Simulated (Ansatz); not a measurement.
# SnO2: the cost of one run

Program: Ansatz 0.2.0. Level of theory: DFT PBE, scalar-relativistic, plane waves, PAW. These are calculated values, not measurements.

41 further runs of the same task are left out: 41 set aside as unsound or not needed.

## Step 1: The starting structure

The structure is orthorhombic, space group Pbcn (No. 60). Conventional cell: a = 4.735 Å, b = 5.751 Å, c = 5.247 Å, α = 90.00°, β = 90.00°, γ = 90.00°. Sn (site symmetry 2) is surrounded by 6 O at 2.04 to 2.11 Å. O (site symmetry 1) has 3 Sn at 2.04 to 2.11 Å as nearest neighbours.

As a file:

```
CELL_PARAMETERS angstrom
4.73515 0.00000 0.00000
0.00000 5.75091 0.00000
0.00000 0.00000 5.24711
ATOMIC_POSITIONS crystal
Sn 0.50000 0.66545 0.75000
Sn 0.00000 0.83455 0.25000
Sn 0.50000 0.33455 0.25000
Sn 0.00000 0.16545 0.75000
O 0.73031 0.60712 0.07860
O 0.23031 0.89288 0.92140
O 0.76969 0.89288 0.57860
O 0.26969 0.60712 0.42140
O 0.73031 0.39288 0.57860
O 0.23031 0.10712 0.42140
O 0.76969 0.10712 0.07860
O 0.26969 0.39288 0.92140
```

Source of the structure: the Materials Project (structure only).

## Step 5: The grid

The energy is mapped over volume and the cell's shape.

- volume per atom: 9 values from 10.36 to 14.31 Å³
- stretch along b over the lengths across it, relative to the relaxed cell: 9 values from 0.923 to 1.083

Nothing else is relaxed (fractional coordinates fixed). Energies count from the relaxed crystal. Points are written as (first, second).

(The set-up runs are not shown.)

## Step 6: Point (13.32 Å³, 0.961)

The input, input.yaml:

```yaml
crystal:
  lattice:
    - [4.9809794993, 0.0, 0.0]
    - [0.0, 5.8174140663, 0.0]
    - [0.0, 0.0, 5.5166234779]
  atoms:
    - { symbol: Sn, position: [0.5, 0.6651654903, 0.75] }
    - { symbol: Sn, position: [0.0, 0.8348345097, 0.25] }
    - { symbol: Sn, position: [0.5, 0.3348345097, 0.25] }
    - { symbol: Sn, position: [0.0, 0.1651654903, 0.75] }
    - { symbol: O, position: [0.7301204269, 0.6070551965, 0.0781681516] }
    - { symbol: O, position: [0.2301204269, 0.8929448035, 0.9218318484] }
    - { symbol: O, position: [0.7698795731, 0.8929448035, 0.5781681516] }
    - { symbol: O, position: [0.2698795731, 0.6070551965, 0.4218318484] }
    - { symbol: O, position: [0.7301204269, 0.3929448035, 0.5781681516] }
    - { symbol: O, position: [0.2301204269, 0.1070551965, 0.4218318484] }
    - { symbol: O, position: [0.7698795731, 0.1070551965, 0.0781681516] }
    - { symbol: O, position: [0.2698795731, 0.3929448035, 0.9218318484] }
basis:
  ecutwfc: 520.0
kpoints:
  mp_grid: { grid: [6, 6, 6] }
hamiltonian:
  xc: pbe
  pseudopotentials: { kind: paw, azcp: { folder: soft_1 } }
scf:
  occupations: { method: gaussian, width: 0.05 }
output:
  forces: true
  stress: true
  eigenvalues: true
```

Started as:

```bash
ansatz run input.yaml --threads 4 --pin off --max-ram 8192MiB --backend cpu --events-out ev --progress --plain --runs-dir out
```

What time and memory should one allow on 4 threads of Intel Xeon Platinum 8488C (Sapphire Rapids), shared host?

About 8.3 s, with a peak of 1 GiB.
